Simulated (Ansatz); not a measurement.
## NaI under changes of volume

One of the cells (33.899 Å³/atom); the others are scaled copies at fixed shape and fractional positions:

```xyz
2
Lattice="0.0000 3.2364 3.2364 3.2364 0.0000 3.2364 3.2364 3.2364 0.0000" Properties=species:S:1:pos:R:3 pbc="T T T"
I     3.2364    3.2364    3.2364
Na    0.0000    0.0000    0.0000
```

| Property | Result |
| --- | --- |
| Program | Ansatz 0.2.0 |
| Functional | LDA |
| Potentials or basis | Ansatz PAW |
| Cutoff | 420 eV (not typed: the program's choice for these potentials) |
| k mesh | 7 × 7 × 7 |
| Occupations | fermi-dirac, width 0.05 eV |
| Spin | no spin polarisation |

```csv
volume (Å³/atom),energy over the lowest point (meV/atom),pressure (GPa),gap on the mesh (eV)
31.865,0.00,-0.7,3.50
32.543,3.83,-1.1,3.44
33.221,9.02,-1.4,3.39
33.899,15.40,-1.6,3.33
34.577,22.84,-1.9,3.28
35.255,31.20,-2.1,3.24
35.933,?,?,?
```

Question: What does the run at 35.933 Å³/atom give?

Answer: Energy over the lowest point 40.37 meV/atom; pressure -2.3 GPa; gap on the mesh 3.19 eV.

Worked out: A Birch-Murnaghan fit of order 3 (a polynomial in V^(-2/3)) to the other rows has no minimum within the range. It gives 40.38 meV/atom at 35.933 Å³/atom, against the run's 40.37, and -dE/dV = -2.3 GPa, against -2.3. A straight line through the other rows of the gap, of slope -2.6 eV per unit of ln V (its deformation potential), extrapolates to 3.18 eV, against the run's 3.19.

Energies are extrapolated to zero smearing.

Caveats: odd divisions of the mesh miss points on the zone boundary, where band edges often lie, so the gap on the mesh can be too wide; spin-orbit coupling is left out, which moves the levels of the heavy elements; the PAW data sets come from PBE, with cores solved anew for the run's functional, which leaves a small shift of forces and pressure.
